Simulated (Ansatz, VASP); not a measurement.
Sr: VASP beside Ansatz

```
Sr
1.0
     0.00000    4.74413    4.74413
     4.74413    0.00000    4.74413
     4.74413    4.74413    0.00000
Sr
2
Direct
  0.00000 0.00000 0.00000
  0.25000 0.25000 0.25000
```

Change from the starting cell: volume scaled by 0.96, crystal datasets.

Alike in both runs: task electric field gradients; functional PBE; k mesh 11 × 11 × 11; occupations fermi-dirac, width 0.08 eV; no spin polarisation.

|  | VASP | Ansatz |
| --- | --- | --- |
| version | VASP 6.6.1 | Ansatz 0.2.0 |
| potentials or method | VASP PAW PBE potentials, release 64 (Sr_sv), cutoff 520 eV | all-electron PAW with datasets made for the crystal, scalar-relativistic |

|  | VASP | Ansatz | Ansatz less VASP |
| --- | --- | --- | --- |
| pressure (GPa) | 0.1 | 0.1 | 0.00 |
| Vzz of the field gradient on the site that differs most (V/Å²) | 0.0 | 0.0 | 0.00 |

Ansatz ran all-electron here, so the differences hold the error of VASP's frozen core and of both bases. Ansatz warned: «gradients_without_spin_orbit».
